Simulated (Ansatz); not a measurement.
## A series in volume per atom on Ti

All results are calculated (Ansatz 0.2.0 development build). Equation of state of a cubic crystal from periodic Kohn-Sham density functional theory without spin; pressure corrected for the finite basis.

Cell of the first row (space group Pm-3m, No. 221):
```
CELL_PARAMETERS angstrom
2.58620 0.00000 0.00000
0.00000 2.58620 0.00000
0.00000 0.00000 2.58620
ATOMIC_POSITIONS crystal
Ti 0.00000 0.00000 0.00000
```

Settings of every row: formula Ti; structure type simple cubic; functional PBE; spin treatment none; k mesh 41x41x41; occupation method fermi-dirac; occupation width 0.061225619 eV; wave cutoff 420 eV; datasets soft-1 PAW; density cutoff ratio 4.

Limits: a cubic model structure, not a phase known at ambient conditions.

```
row  volume per atom (Å³)  pressure (GPa)  energy above lowest point (meV/atom)
  1                17.297           5.438                                 18.13
  2                17.665           3.485                                  7.91
  3                18.033           1.697                                  1.99
  4                18.401               ?                                     ?
  5                18.769          -1.438                                  1.61
  6                19.137           -2.81                                  6.51
  7                19.506          -4.067                                 14.43
```

Question: what pressure should row 4 give?

Worked fit of pressure. Take u = (V_r/V)^(2/3) − 1 with V_r = 18.401 Å³ an atom, which is twice the finite (Eulerian) strain; such expansions in the strain, on which the Birch-Murnaghan equation of state is built, carry the rest volume and the bulk modulus. The shown rows have u = 0.04211, 0.02759, 0.01356, -0.01311, -0.02581, -0.03813. Least squares give pressure = 0.0598 + 117.425 × u + 242.66 × u² + 41 × u³ GPa; a parabola predicts inner rows, each left out in turn, worse (root mean square 0.00091 against 0.00025 GPa). All shown rows lie on it to the printed digit. The pressure vanishes at u = -0.0005, or V = 18.42 Å³ an atom, and there the bulk modulus at fixed shape and fractions is B = −V dP/dV = (2/3)(1 + u) dP/du = 78.1 GPa. The withheld row has u = 0, so the fit gives 0.0598 + 117.425 × (0) + 242.66 × (0)² + 41 × (0)³ = 0.060 GPa.

The calculation gave 0.06 GPa. The fit meets it to the printed digit.

The other values of row 4: energy above lowest point 0 meV/atom.
